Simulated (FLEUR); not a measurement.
Au in FLEUR: convergence with dVac added

Au, a slab with vacuum:

```
Au
1.0
     2.90000    0.00000    0.00000
    -1.45000    2.51147    0.00000
     0.00000    0.00000   27.20000
Au
6
Direct
  0.33333 0.66667 0.27574
  0.66667 0.33333 0.36544
  0.33333 0.66667 0.45515
  0.66667 0.33333 0.54485
  0.33333 0.66667 0.63456
  0.66667 0.33333 0.72426
```

- Program: FLEUR MaX-R8.1 (later development tree)
- Task: convergence study
- Functional: PBE
- Potentials or basis: all-electron
- Basis: FLAPW
- Kmax: 4.1 1/bohr
- k mesh: 8 × 8 × 1
- Occupations: fermi-dirac, width 0.05 eV
- Spin: no spin polarisation

These are the settings of the first run; the series varies dVac added, with any setting tied to it.

Hardware: 4 MPI ranks on Arm Neoverse V1, on a shared host.

| dVac added | energy less the tightest run, at zero smearing (meV/atom) | largest force (eV/Å) | SCF cycles | CPU time (s) |
| --- | --- | --- | --- | --- |
| 0.01 | 0.15 | 0.237 | 23 | 400 |
| 1 | -0.21 | 0.245 | 23 | 400 |
| 2 | -0.09 | 0.247 | 23 | 430 |
| 4 | 0.00 | 0.244 | 23 | 460 |

Against the tightest run, the energy stays within 1 meV/atom from 0.01 on; the largest force stays within 0.005 eV/Å from 1 on. The tightest run that finished is the yardstick and may itself not be fully converged.

The run has no spin-orbit coupling, so splittings on Au are missing.
